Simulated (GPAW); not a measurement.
Input of a GPAW 26.7.0 run:

Contents of run.py:

```python
from ase import Atoms
from ase.filters import FrechetCellFilter
from ase.io import write
from ase.optimize import BFGS
from ase.units import GPa
from gpaw import GPAW, PW, setup_paths

setup_paths.insert(0, '.')

atoms = Atoms(['Ru', 'Ru'],
              cell=[[2.7058, 0.0, 0.0],
                    [-1.3529, 2.3432915376, 0.0],
                    [0.0, 0.0, 4.2819]],
              scaled_positions=[[0.6666666667, 0.3333333333, 0.75],
                                [0.3333333333, 0.6666666667, 0.25]],
              pbc=True)

calc = GPAW(mode=PW(600),
            xc='PBEsol',
            kpts={'size': (8, 8, 5), 'gamma': True},
            occupations={'name': 'fermi-dirac', 'width': 0.05},
            nbands=29,
            convergence={'density': 1e-05, 'forces': 0.0001},
            maxiter=150,
            txt='gpaw.txt')
atoms.calc = calc
opt = BFGS(FrechetCellFilter(atoms, scalar_pressure=10 * GPa), trajectory='relax.traj', logfile='-')
done = opt.run(fmax=0.02, steps=60)
calc.write('gs.gpw')
write('result.traj', atoms)
print('Converged:', done)
print('Cell:', atoms.cell.cellpar().round(4))
print('Volume:', round(atoms.get_volume(), 4))
print(atoms.get_scaled_positions().round(5))
```

Potentials or basis: PAW data sets generated in the run's folder for this functional, pw.

Command:

```sh
$ gpaw-setup -f PBEsol Ru
$ OMP_NUM_THREADS=1 python run.py
```

Task: Predict the band gap on the k mesh.

Result: None (metal or under the smearing width).

Task: What does it give for the relaxed cell?

Result: a = 2.662 Å, b = 2.662 Å, c = 4.209 Å, α = 90.00°, β = 90.00°, γ = 120.00°.

Task: Estimate the relaxed volume.

Result: 12.91 Å³/atom.

Task: Predict the space group after relaxing (to 0.05 Å).

Result: P6_3/mmc (No. 194).

Final structure:
```
CELL_PARAMETERS angstrom
2.66175 0.00000 0.00000
-1.33087 2.30514 0.00000
0.00000 0.00000 4.20926
ATOMIC_POSITIONS crystal
Ru 0.66667 0.33333 0.75000
Ru 0.33333 0.66667 0.25000
```

Caveat: later steps reuse the first step's grids.
